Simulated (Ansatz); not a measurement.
# MoS2 (P-3m1): test of the smearing width, by script

Wanted for MoS2 (P-3m1): a test of the smearing width.

Program: Ansatz 0.2.0, driven from Python. Level of theory: DFT r2SCAN, plane waves, PAW. These are calculated values, not measurements.

## (1) The structure

The structure is trigonal, space group P-3m1 (No. 164). The conventional cell has a = 3.227 Å, b = 3.227 Å, c = 6.312 Å, α = 90.00°, β = 90.00°, γ = 120.00°. Around Mo (site symmetry -3m) lie 6 S at 2.42 Å. S (site symmetry 3m) has 3 Mo at 2.42 Å as nearest neighbours.

No structure file is read: the coordinates are typed or built in the script.

## (2) The script

Contents of run_smear.py:

```python
# -*- coding: utf-8 -*-
import ansatz as az
import numpy as np
from tabulate import tabulate


def main():
    vectors = np.array([
        [3.227465, 0.0, 0.0],
        [-1.613732, 2.795066, 0.0],
        [0.0, 0.0, 6.312473],
    ])
    system = (
        az.Lattice.of(vectors)
        .atom("Mo", (0.0, 0.0, 0.5))
        .atom("S", (1 / 3, 2 / 3, 0.255319))
        .atom("S", (2 / 3, 1 / 3, 0.744681))
    )

    calc = system.calculation()
    calc = calc.basis(45 * az.Ry)
    calc = calc.functional(az.Functional.R2SCAN).pseudopotentials("paw")
    calc = calc.kpoints(8, 8, 4)

    rows = []
    for value in [0.3, 0.2, 0.1, 0.05]:
        summary = calc.occupations("cold", width=value).run(threads=1, pin="off").report
        rows.append((value, summary["free_energy_ev"] / len(summary["lattice"]["sites"]), summary["n_iterations"], summary["n_kpoints"]))

    print(tabulate(rows, headers=["width (eV)", "F/atom (eV)", "iterations", "k-points"], floatfmt=".4f", tablefmt="grid"))

    for row in rows[:-1]:
        shift = 1000 * (row[1] - rows[-1][1])
        print(f"{row[0]}: {shift:+.2f} meV/atom" + ("  (within 1 meV)" if abs(shift) < 1 else ""))


if __name__ == "__main__":
    main()
```

## (3) The calls as engine input

The engine receives this input (first run):

```yaml
crystal:
  lattice:
    - [3.227465, 0.0, 0.0]
    - [-1.613732, 2.795066, 0.0]
    - [0.0, 0.0, 6.312473]
  atoms:
    - { symbol: Mo, position: [0.0, 0.0, 0.5] }
    - { symbol: S, position: [0.3333333333333333, 0.6666666666666666, 0.255319] }
    - { symbol: S, position: [0.6666666666666666, 0.3333333333333333, 0.744681] }
basis:
  ecutwfc: 612.25619053473
kpoints:
  mp_grid:
    grid: [8, 8, 4]
hamiltonian:
  xc: r2scan
  pseudopotentials:
    kind: paw
scf:
  occupations:
    method: cold
    width: 0.3
```

## (4) Launch

Launch:

```bash
python run_smear.py
```

What it wrote:

```text
+--------------+---------------+--------------+------------+
|   width (eV) |   F/atom (eV) |   iterations |   k-points |
+==============+===============+==============+============+
|       0.3000 |    -2260.4259 |            6 |         35 |
+--------------+---------------+--------------+------------+
|       0.2000 |    -2260.4238 |            6 |         35 |
+--------------+---------------+--------------+------------+
|       0.1000 |    -2260.4229 |            7 |         35 |
+--------------+---------------+--------------+------------+
|       0.0500 |    -2260.4227 |            7 |         35 |
+--------------+---------------+--------------+------------+
0.3: -3.21 meV/atom
0.2: -1.05 meV/atom
0.1: -0.14 meV/atom  (within 1 meV)
```

Run time: 22 s. Hardware: 1 thread of Arm Neoverse V1, shared host; peak memory 0.54 GiB.

## (5) What changed from run to run

The engine's inputs for the other runs:

Run 2, against run 1:

```diff
@@ -22 +22 @@
-    width: 0.3
+    width: 0.2
```

Run 3, against run 1:

```diff
@@ -22 +22 @@
-    width: 0.3
+    width: 0.1
```

Run 4, against run 1:

```diff
@@ -22 +22 @@
-    width: 0.3
+    width: 0.05
```

## (6) The engine's runs

One row for each of the 4 runs:

| run | width (eV) | energy from run 4 (meV/atom) | the same at zero width (meV/atom) | SCF cycles | CPU time (s) |
| --- | --- | --- | --- | --- | --- |
| 1 | 0.3 | -3.21 | -0.96 | 6 | 5 |
| 2 | 0.2 | -1.05 | 0.00 | 6 | 4.7 |
| 3 | 0.1 | -0.14 | -0.06 | 7 | 5.1 |
| 4 | 0.05 | 0.00 | 0.00 | 7 | 5.8 |

Energies are free energies F = E - TS of the smeared occupations. 

## (7) Results

| quantity | value |
| --- | --- |
| runs compared | 4 |
| last run but one, from the last | -0.14 meV/atom |
| within 5 meV/atom of the last run from | 0.3 |

What this shows: Going from 0.05 to 0.3 eV changes F by -3.2 meV an atom. This scheme is built to cancel the term in the square of the width, but that needs a smooth density of states and a fine mesh, and here a sizeable shift remains. What to keep in mind:
- Spin is left out of this run.
- The mesh is modest for a metal, so energies can be off by several to tens of meV an atom and pressures by half a GPa or more; differences at equal mesh fare better.
- The narrowest width needs the finest mesh, so the last row is no converged reference.
- This cell is a computed structure, which may not be the phase found in nature.
